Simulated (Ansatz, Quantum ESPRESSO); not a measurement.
# black phosphorene, 1 layer: the energy at a withheld member of a series

**Set-up.** Quantum ESPRESSO 7.5, PBE, GBRV ultrasoft. Cell and atoms are first relaxed; each strained cell is then held, the other axis too, and the atoms relax in it. A periodic run with 15 Å of vacuum in the starting cell gives the vacuum levels, and bands follow along a path. The series steps strain along the second axis. Energies count from the lowest.

```
strain along the second axis  energy (eV)
                        -4 %       0.0876
                        -3 %       0.0485
                        -2 %       0.0213
                        -1 %       0.0054
                         0 %       0.0000
                         1 %       0.0043
                         2 %       0.0177
                         4 %       0.0692
```

To predict: What is the energy at 3 %?

By hand: The rows at 2 % and 4 % give a slope of (0.0692 − (0.0177))/(4 − (2)) = 0.02575, so a straight line gives 0.0435 eV. A parabola through these and the row at 1 % gives 0.0393 eV.

What the calculation gave: 0.0396 eV. The line misses by +0.0038 and the parabola by −0.0003 eV. The parabola does better.

Caveats: Semilocal gaps are too small; the 1×1 cell can't ripple over many cells under compression as a free sheet would. No spin-orbit coupling.

[Logs are printed without paths, hosts, clocks, repeated set-up lines and the standing remarks that a program may print on its own settings, such as how far it seeks lower states.]
